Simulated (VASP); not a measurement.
# CoSi (P2_13) in VASP: notebook

Aim: see how the results for CoSi move with the level of theory and the settings. Levels: LDA, PBE. Tasks: relaxation of cell and atoms.

Everything below comes from runs of VASP 6.6.1. Logs are shortened: lines on timing, memory, paths and dates and some standing lists are left out, and cuts for length are marked.

**1. The structure**

It takes space group P2_13 (No. 198, cubic). Conventional cell: a = 4.438 Å, b = 4.438 Å, c = 4.438 Å, α = 90.00°, β = 90.00°, γ = 90.00°. Co (site symmetry 3) is surrounded by 7 Si at 2.28 to 2.47 Å. Si (site symmetry 3) is surrounded by 7 Co at 2.28 to 2.47 Å.

**2. Relaxation of cell and atoms, LDA**

INCAR

```
SYSTEM = CoSi
ALGO = Normal
EDIFF = 1E-6
EDIFFG = -0.01
ENCUT = 600
IBRION = 2
ISIF = 3
ISMEAR = 1
KPAR = 4
LASPH = .True.
LCHARG = .False.
LREAL = .False.
LWAVE = .False.
NELM = 80
NSW = 90
PREC = Accurate
SIGMA = 0.1
```

KPOINTS

```
k-points
0
Gamma
  8 8 8
  0 0 0
```

POSCAR

```
CoSi
1.0
    4.4380000000      0.0000000000      0.0000000000
    0.0000000000      4.4380000000      0.0000000000
    0.0000000000      0.0000000000      4.4380000000
Co Si
4 4
Direct
    0.1400000000      0.1400000000      0.1400000000
    0.3600000000      0.8600000000      0.6400000000
    0.6400000000      0.3600000000      0.8600000000
    0.8600000000      0.6400000000      0.3600000000
    0.8430000000      0.8430000000      0.8430000000
    0.6570000000      0.1570000000      0.3430000000
    0.3430000000      0.6570000000      0.1570000000
    0.1570000000      0.3430000000      0.6570000000
```

Potentials or basis: VASP PAW LDA potentials, release 64 (Co, Si).

On the command line:

```bash
$ cat potpaw_LDA.64/Co/POTCAR potpaw_LDA.64/Si/POTCAR > POTCAR
$ mpirun -np 4 vasp_std > vasp.out
```

OUTCAR:

```text
SYSTEM = CoSi
   EDIFF = 1E-6
   EDIFFG = -0.01
   ENCUT = 600
   IBRION = 2
   ISIF = 3
   ISMEAR = 1
   LASPH = .True.
   LREAL = .False.
   NELM = 80
   NSW = 90
   PREC = Accurate

 ion  position               nearest neighbor table
   1  0.140  0.140  0.140-   5 2.28   6 2.33   7 2.33   8 2.33   7 2.47   8 2.47   6 2.47   2 2.72
                             4 2.72   2 2.72   4 2.72   3 2.72   3 2.72
   2  0.360  0.860  0.640-   6 2.28   5 2.33   7 2.33   8 2.33   7 2.47   8 2.47   5 2.47   1 2.72
                             3 2.72   1 2.72   3 2.72   4 2.72   4 2.72
   3  0.640  0.360  0.860-   7 2.28   6 2.33   5 2.33   8 2.33   8 2.47   6 2.47   5 2.47   4 2.72
                             2 2.72   2 2.72   4 2.72   1 2.72   1 2.72
   4  0.860  0.640  0.360-   8 2.28   6 2.33   7 2.33   5 2.33   6 2.47   5 2.47   7 2.47   3 2.72
                             1 2.72   1 2.72   3 2.72   2 2.72   2 2.72
   5  0.843  0.843  0.843-   1 2.28   2 2.33   3 2.33   4 2.33   3 2.47   4 2.47   2 2.47   6 2.75
                             7 2.75   8 2.75   6 2.75   8 2.75   7 2.75
   6  0.657  0.157  0.343-   2 2.28   1 2.33   3 2.33   4 2.33   3 2.47   4 2.47   1 2.47   8 2.75
                             5 2.75   5 2.75   7 2.75   7 2.75   8 2.75
   7  0.343  0.657  0.157-   3 2.28   2 2.33   1 2.33   4 2.33   4 2.47   2 2.47   1 2.47   8 2.75
                             5 2.75   8 2.75   6 2.75   6 2.75   5 2.75
   8  0.157  0.343  0.657-   4 2.28   2 2.33   3 2.33   1 2.33   2 2.47   1 2.47   3 2.47   7 2.75
                             5 2.75   7 2.75   5 2.75   6 2.75   6 2.75

  LATTYP: Found a simple cubic cell.
 ALAT       =     4.4380000000

  Lattice vectors:

 A1 = (   4.4380000000,   0.0000000000,   0.0000000000)
 A2 = (   0.0000000000,   4.4380000000,   0.0000000000)
 A3 = (   0.0000000000,   0.0000000000,   4.4380000000)

Analysis of symmetry for initial positions (statically):
=====================================================================
 Subroutine PRICEL returns:
 Original cell was already a primitive cell.

 Routine SETGRP: Setting up the symmetry group for a
 simple cubic supercell.

 Subroutine GETGRP returns: Found 12 space group operations
 (whereof  3 operations were pure point group operations)
 out of a pool of 48 trial point group operations.

The static configuration has the point symmetry C_3 .
 The point group associated with its full space group is T   .

Analysis of symmetry for dynamics (positions and initial velocities):
=====================================================================
 Subroutine PRICEL returns:
 Original cell was already a primitive cell.

 Routine SETGRP: Setting up the symmetry group for a
 simple cubic supercell.

 Subroutine GETGRP returns: Found 12 space group operations
 (whereof  3 operations were pure point group operations)
 out of a pool of 48 trial point group operations.

The dynamic configuration has the point symmetry C_3 .
 The point group associated with its full space group is T   .

 Subroutine INISYM returns: Found 12 space group operations
 (whereof  3 operations are pure point group operations),
 and found     1 'primitive' translations

----------------------------------------------------------------------------------------

                                     Primitive cell

  volume of cell :      87.4102

  direct lattice vectors                    reciprocal lattice vectors
     4.438000000  0.000000000  0.000000000     0.225326724  0.000000000  0.000000000
     0.000000000  4.438000000  0.000000000     0.000000000  0.225326724  0.000000000
     0.000000000  0.000000000  4.438000000     0.000000000  0.000000000  0.225326724

  length of vectors
     4.438000000  4.438000000  4.438000000     0.225326724  0.225326724  0.225326724

  position of ions in fractional coordinates (direct lattice)
     0.140000000  0.140000000  0.140000000
     0.360000000  0.860000000  0.640000000
     0.640000000  0.360000000  0.860000000
     0.860000000  0.640000000  0.360000000
     0.843000000  0.843000000  0.843000000
     0.657000000  0.157000000  0.343000000
     0.343000000  0.657000000  0.157000000
     0.157000000  0.343000000  0.657000000

  ion indices of the primitive-cell ions
   primitive index   ion index
                 1           1
                 2           2
                 3           3
                 4           4
                 5           5
                 6           6
                 7           7
                 8           8

----------------------------------------------------------------------------------------

 KPOINTS: k-points

Automatic generation of k-mesh.
 Grid dimensions read from file:
 generate k-points for:    8    8    8

 Generating k-lattice:

  Cartesian coordinates                     Fractional coordinates (reciprocal lattice)
     0.028165840  0.000000000  0.000000000     0.125000000  0.000000000  0.000000000
     0.000000000  0.028165840  0.000000000     0.000000000  0.125000000  0.000000000
     0.000000000  0.000000000  0.028165840     0.000000000  0.000000000  0.125000000

  Length of vectors
     0.028165840  0.028165840  0.028165840

  Shift w.r.t. Gamma in fractional coordinates (k-lattice)
     0.000000000  0.000000000  0.000000000

 Subroutine IBZKPT returns following result:
 ===========================================

 Found     45 irreducible k-points:

 Following reciprocal coordinates:
            Coordinates               Weight
  0.000000  0.000000  0.000000      1.000000
  0.125000  0.000000  0.000000      6.000000
  0.250000  0.000000  0.000000      6.000000
  0.375000  0.000000  0.000000      6.000000
  0.500000  0.000000  0.000000      3.000000
  0.125000  0.125000  0.000000     12.000000
[... 16 lines left out ...]
  0.250000  0.125000  0.125000     24.000000
  0.375000  0.125000  0.125000     24.000000
 [... further k-points ...]
   k-points           NKPTS =     45   k-points in BZ     NKDIM =     45   number of bands    NBANDS=     31
   number of dos      NEDOS =    301   number of ions     NIONS =      8
   total plane-waves  NPLWV =  46656
   dimension x,y,z NGX =    36 NGY =   36 NGZ =   36
   dimension x,y,z NGXF=    72 NGYF=   72 NGZF=   72
   ions per type =               4   4
   NGX,Y,Z   is equivalent  to a cutoff of  13.49, 13.49, 13.49 a.u.
   NGXF,Y,Z  is equivalent  to a cutoff of  26.97, 26.97, 26.97 a.u.
 SYSTEM =  CoSi
   PREC   = accura    normal or accurate (medium, high low for compatibility)
   ISTART =      0    job   : 0-new  1-cont  2-samecut
   ICHARG =      2    charge: 1-file 2-atom 10-const
   ISPIN  =      1    spin polarized calculation?
   LNONCOLLINEAR =      F non collinear calculations
   LSORBIT =      F    spin-orbit coupling
   LASPH  =      T    aspherical Exc in radial PAW
   ENCUT  =  600.0 eV  44.10 Ry    6.64 a.u.   8.86  8.86  8.86*2*pi/ulx,y,z
   NELM   =     80;   NELMIN=  2; NELMDL= -5     # of ELM steps
   EDIFF  = 0.1E-05   stopping-criterion for ELM
   LREAL  =      F    real-space projection
   EDIFFG = -.1E-01   stopping-criterion for IOM
   NSW    =     90    number of steps for IOM
   IBRION =      2    ionic relax: 0-MD 1-quasi-New 2-CG
   NFREE  =      1    steps in history (QN), initial steepest desc. (CG)
   ISIF   =      3    stress and relaxation
   ISYM   =      2    0-nonsym 1-usesym 2-fastsym
   POTIM  = 0.5000    time-step for ionic-motion
   TEBEG  =    0.0;   TEEND  =   0.0 temperature during run
   PSTRESS=    0.0 pullay stress
   NELECT =      52.0000    total number of electrons
   NUPDOWN=      -1.0000    fix difference up-down
   EMIN   =  10.00;   EMAX   =-10.00  energy-range for DOS
   EFERMI =   0.00;   METHOD = LEGACY
   ISMEAR =     1;   SIGMA  =   0.10  broadening in eV -4-tet -1-fermi 0-gaus
   EFERMI_NEDOS =   21; number of points for ismear=-14 and -15
   IALGO  =     38    algorithm
   IMIX   =      4    mixing-type and parameters
     AMIX     =   0.40;   BMIX     =  1.00
     AMIX_MAG =   1.60;   BMIX_MAG =  1.00
  volume/ion in A,a.u.               =      10.93        73.73
  Fermi-wavevector in a.u.,A,eV,Ry     =   1.376856  2.601881 25.793021  1.895734
  Thomas-Fermi vector in A             =   2.502063
   LORBIT       =      0    0 simple, 1 ext, 2 COOP (PROOUT), +10 PAW based schemes
   GGA     = CA    functional components
   LHFCALC =     F    Hartree Fock is set to
   AEXX    =    0.0000 exact exchange contribution
   IVDW    =     0    specifies the selected vdW correction
   LEPSILON=     F    determine dielectric tensor
   LRPA    =     F    only Hartree local field effects (RPA)
 conjugate gradient relaxation of ions
 non-spin polarized calculation
 Methfessel and Paxton  Order N= 1 SIGMA  =   0.10
  energy-cutoff  :      600.00
  volume of cell :       87.41
 maximum number of plane-waves:      2968
   NGX = 17   NGY = 17   NGZ = 17

--------------------------------------- Ionic step        1  -------------------------------------------

 number of electron      51.9999992 magnetization

 Free energy of the ion-electron system (eV)
  ---------------------------------------------------
  ext. energy  EPLUGINS =         0.00000000
  ---------------------------------------------------
  free energy    TOTEN  =       -62.42144476 eV

  energy without entropy =      -62.42456052  energy(sigma->0) =      -62.42248335

------------------------ aborting loop because EDIFF is reached ----------------------------------------

  FORCE on cell =-STRESS in cart. coord.  units (eV):
  Direction    XX          YY          ZZ          XY          YZ          ZX
  --------------------------------------------------------------------------------------
  -------------------------------------------------------------------------------------
  Total       -6.7970936     -6.7970936     -6.7970936      0.0000000      0.0000000      0.0000000
  in kB     -124.5867727   -124.5867727   -124.5867727      0.0000000      0.0000000      0.0000000
  external PRESSURE =    -124.5867727 kB  Pullay stress =       0.0000000 kB
[... 107 lines left out ...]
  FREE ENERGIE OF THE ION-ELECTRON SYSTEM (eV)
  ---------------------------------------------------
  free  energy   TOTEN  =       -62.6155051115 eV

  energy  without entropy=      -62.6178905442  energy(sigma->0) =      -62.61630026

[... ionic steps 4 to 7 ...]

--------------------------------------- Ionic step        8  -------------------------------------------

 number of electron      51.9999976 magnetization

------------------------ aborting loop because EDIFF is reached ----------------------------------------

  FORCE on cell =-STRESS in cart. coord.  units (eV):
  Direction    XX          YY          ZZ          XY          YZ          ZX
  --------------------------------------------------------------------------------------
  -------------------------------------------------------------------------------------
  Total       -0.3792167     -0.3792167     -0.3792167     -0.0000000     -0.0000000      0.0000000
  in kB       -7.3486795     -7.3486795     -7.3486795     -0.0000000     -0.0000000      0.0000000
  external PRESSURE =      -7.3486795 kB  Pullay stress =       0.0000000 kB
[... 69 lines left out ...]
  energy  without entropy=      -62.6456635500  energy(sigma->0) =      -62.64436794

--------------------------------------- Ionic step       10  -------------------------------------------

 number of electron      51.9999975 magnetization

 Free energy of the ion-electron system (eV)
  ---------------------------------------------------
  ext. energy  EPLUGINS =         0.00000000
  ---------------------------------------------------
  free energy    TOTEN  =       -62.64391056 eV

  energy without entropy =      -62.64584668  energy(sigma->0) =      -62.64455593

 E-fermi :  12.8020     XC(G=0): -13.3281

 val. band max:       12.7953027463   @ k =   0.1250   0.1250   0.1250
 cond. band min:      12.8077219587   @ k =   0.5000   0.5000   0.3750
 fundamental gap:      0.0124192124
 Fermi energy:        12.8020158391

 k-point     1 :       0.0000    0.0000    0.0000
  band No.  band energies     occupation
      1      -1.2308      2.00000
      2       4.4297      2.00000
      3       4.4297      2.00000
      4       4.4297      2.00000
      5       7.1211      2.00000
      6       7.1211      2.00000
[... 805 lines left out ...]
     30      14.9798      0.00000
     31      15.8873      0.00000

 [... further k-points ...]
[... 5 lines left out ...]
  --------------------------------------------------------------------------------------
  -------------------------------------------------------------------------------------
  Total        0.0108767      0.0108767      0.0108767      0.0000000     -0.0000000      0.0000000
  in kB        0.2113969      0.2113969      0.2113969      0.0000000     -0.0000000      0.0000000
  external PRESSURE =       0.2113969 kB  Pullay stress =       0.0000000 kB
[... 23 lines left out ...]
  FREE ENERGIE OF THE ION-ELECTRON SYSTEM (eV)
  ---------------------------------------------------
  free  energy   TOTEN  =       -62.6439105588 eV

  energy  without entropy=      -62.6458466840  energy(sigma->0) =      -62.64455593

 reached required accuracy - stopping structural energy minimisation
```

It took 4.2 min on 4 MPI ranks of AMD EPYC 7R13 (Zen 3), shared host; peak memory 0.25 GiB.

Results:

| Property | Result |
| --- | --- |
| Free energy | -62.6439 eV |
| Relaxed volume | 10.30 Å³/atom |
| Relaxed cell | a = 4.352 Å, b = 4.352 Å, c = 4.352 Å, α = 90.00°, β = 90.00°, γ = 90.00° |
| Space group after relaxing (to 0.05 Å) | P2_13 (No. 198) |
| Energy gained by relaxing | 27.8 meV/atom |
| Ionic steps | 10 |
| Pressure after relaxing | 0.0 GPa |
| Largest force after relaxing | 0.005 eV/Å |
| Band gap on the k mesh | none (metal or under the smearing width) |

Forces on the atoms (eV/Å):
```
Co   0.001  0.001  0.001
Co  -0.001 -0.001  0.001
Co   0.001 -0.001 -0.001
Co  -0.001  0.001 -0.001
Si  -0.003 -0.003 -0.003
Si   0.003  0.003 -0.003
Si  -0.003  0.003  0.003
Si   0.003 -0.003  0.003
```

Step by step:
```csv
step,energy change (eV),largest force (eV/Å),pressure (GPa),volume (Å³)
1,0.0000,0.1644,-12.46,87.41
2,0.1548,0.5937,21.50,77.10
3,-0.1941,0.3425,-0.10,82.78
4,-0.1941,0.3462,0.16,82.69
5,-0.2110,0.2202,0.36,82.56
6,-0.2218,0.0597,0.56,82.37
7,-0.2219,0.0620,0.36,82.35
8,-0.2219,0.0064,-0.73,82.68
9,-0.2223,0.0316,-0.22,82.52
10,-0.2225,0.0052,0.02,82.43
```

Final structure:
```yaml
crystal:
  lattice:
    - [4.35214, 0.00000, 0.00000]
    - [0.00000, 4.35214, 0.00000]
    - [0.00000, 0.00000, 4.35214]
  atoms:
    - { symbol: Co, position: [0.14578, 0.14578, 0.14578] }
    - { symbol: Co, position: [0.35422, 0.85422, 0.64578] }
    - { symbol: Co, position: [0.64578, 0.35422, 0.85422] }
    - { symbol: Co, position: [0.85422, 0.64578, 0.35422] }
    - { symbol: Si, position: [0.84316, 0.84316, 0.84316] }
    - { symbol: Si, position: [0.65684, 0.15684, 0.34316] }
    - { symbol: Si, position: [0.34316, 0.65684, 0.15684] }
    - { symbol: Si, position: [0.15684, 0.34316, 0.65684] }
```

Spin polarisation is off, so any magnetic state and its effect on volume and gap are missing. LDA usually gives volumes a few per cent too small.

**3. Relaxation of cell and atoms, LDA**

This run uses another cell than the first one, of 10.30 Å³/atom, 0.943 times its volume.

INCAR: that of step 2 with these lines changed.

```diff
@@ -2,4 +2,4 @@
 ALGO = Normal
-EDIFF = 1E-6
-EDIFFG = -0.01
+EDIFF = 1E-7
+EDIFFG = -0.005
 ENCUT = 600
```

KPOINTS is that of step 2.

POSCAR

```
CoSi                                    
1.0
    4.3521433088     -0.0000000000      0.0000000000
    0.0000000000      4.3521433088     -0.0000000000
   -0.0000000000     -0.0000000000      4.3521433088
  Co              Si            
     4     4
Direct
     0.1457780586280111    0.1457780586280111    0.1457780586280111
     0.3542219413719889    0.8542219413719888    0.6457780586280112
     0.6457780586280112    0.3542219413719889    0.8542219413719888
     0.8542219413719888    0.6457780586280112    0.3542219413719889
     0.8431630900628821    0.8431630900628821    0.8431630900628821
     0.6568369099371179    0.1568369099371178    0.3431630900628821
     0.3431630900628821    0.6568369099371179    0.1568369099371178
     0.1568369099371178    0.3431630900628821    0.6568369099371179
```

Potentials or basis: VASP PAW LDA potentials, release 64 (Co, Si).

On the command line:

```bash
$ cat potpaw_LDA.64/Co/POTCAR potpaw_LDA.64/Si/POTCAR > POTCAR
$ mpirun -np 4 vasp_std > vasp.out
```

Run time: 64 s. Hardware: 4 MPI ranks of AMD EPYC 7R13 (Zen 3), shared host; peak memory 0.23 GiB.

Results (log left out):

```
Free energy                            : -62.6420 eV
Relaxed volume                         : 10.31 Å³/atom
Relaxed cell                           : a = 4.353 Å, b = 4.353 Å, c = 4.353 Å, α = 90.00°, β = 90.00°, γ = 90.00°
Space group after relaxing (to 0.05 Å) : P2_13 (No. 198)
Energy gained by relaxing              : 0.0 meV/atom
Ionic steps                            : 2
Pressure after relaxing                : -0.1 GPa
Band gap on the k mesh                 : none (metal or under the smearing width)
```

Final structure:
```xyz
8
Lattice="4.3527 0.0000 0.0000 0.0000 4.3527 0.0000 0.0000 0.0000 4.3527" Properties=species:S:1:pos:R:3 pbc="T T T"
Co    0.6346    0.6346    0.6346
Co    1.5418    3.7181    2.8109
Co    2.8109    1.5418    3.7181
Co    3.7181    2.8109    1.5418
Si    3.6699    3.6699    3.6699
Si    2.8591    0.6828    1.4935
Si    1.4935    2.8591    0.6828
Si    0.6828    1.4935    2.8591
```

Levels at points of the mesh, in eV from the Fermi level:
| k point | band 22 | band 23 | band 24 | band 25 | band 26 | band 27 | band 28 | band 29 | band 30 | band 31 |
| --- | --- | --- | --- | --- | --- | --- | --- | --- | --- | --- |
| (0.00, 0.00, 0.00) | -0.97 | -0.83 | -0.83 | 0.01 | 0.01 | 0.01 | 2.76 | 2.76 | 2.76 | 3.10 |
| (0.50, 0.00, 0.00) | -1.12 | -0.68 | -0.68 | -0.51 | -0.51 | 1.10 | 1.10 | 1.68 | 1.68 | 4.51 |
| (0.50, 0.50, 0.00) | -1.59 | -1.07 | -1.07 | -0.03 | -0.03 | 0.66 | 0.66 | 2.23 | 2.23 | 2.72 |
| (0.50, 0.50, 0.50) | -1.31 | -1.31 | -1.31 | -0.23 | -0.23 | -0.23 | -0.23 | 5.76 | 5.76 | 5.76 |

[end of part 1 of 2]
